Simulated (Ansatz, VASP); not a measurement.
**Two plane-wave programs on Rb**

INCAR

```
SYSTEM = Rb
ALGO     = Normal         ! electronic algorithm
EDIFF    = 1E-7           ! SCF threshold, eV
ENCUT    = 520            ! plane-wave cutoff, eV
GGA      = RE             ! functional
ISIF     = 2              ! what is computed and relaxed
ISMEAR   = -1             ! smearing method
LASPH    = .TRUE.         ! aspherical terms in the spheres
LCHARG   = .TRUE.         ! write CHGCAR
LELF     = .TRUE.         ! ELF
LREAL    = .FALSE.        ! projectors in reciprocal space
LVHAR    = .TRUE.       
LWAVE    = .FALSE.        ! write WAVECAR
NBANDS   = 10             ! bands
NELM     = 100            ! most SCF steps
PREC     = Accurate       ! precision mode
SIGMA    = 0.1            ! smearing width, eV
```

File KPOINTS:

```
k-points
0
G
  8 8 8
  0 0 0
```

POSCAR

```
Rb
1.0
    4.5606439622      0.0000000000      0.0000000000
    0.0000000000      4.5606439622      0.0000000000
    0.0000000000      0.0000000000      4.5606439622
Rb
1
Direct
    0.0000000000      0.0000000000      0.0000000000
```

Input for Ansatz:

```yaml
crystal:
  lattice:
    - [4.5606439622, 0.0, 0.0]
    - [0.0, 4.5606439622, 0.0]
    - [0.0, 0.0, 4.5606439622]
  atoms:
    - { symbol: Rb, position: [0.0, 0.0, 0.0] }
hamiltonian:
  xc: revpbe
  pseudopotentials:
    kind: paw
    azcp:
      Rb: "pseudopotentials/Rb.paw.azcp"
basis:
  ecutwfc: 420
  fft_grid_basis: typed
kpoints:
  mp_grid: { grid: [8, 8, 8], shift: [0, 0, 0] }
magnetization:
  spin_polarized: false
scf:
  occupations: { method: fermi_dirac, width: 0.1 }
  lower_state_search: "off"
output:
  stress: true
```

Alike in both runs: task single point; functional revPBE; k mesh 8 × 8 × 8; occupations fermi-dirac, width 0.1 eV; no spin polarisation.

```csv
,VASP,Ansatz
version,VASP 6.6.1,Ansatz 0.2.0
potentials or method,"VASP PAW PBE potentials, release 64 (Rb_sv)","plane waves (420 eV) with PAW, scalar-relativistic"
plane-wave cutoff (eV),520,420
valence electrons in the cell,9,9
```

|  | VASP | Ansatz | Ansatz less VASP |
| --- | --- | --- | --- |
| pressure (GPa) | 0.3 | 0.3 | 0.00 |

Caveats: the PAW data sets were made with another functional, which shifts forces and pressure a little (VASP).
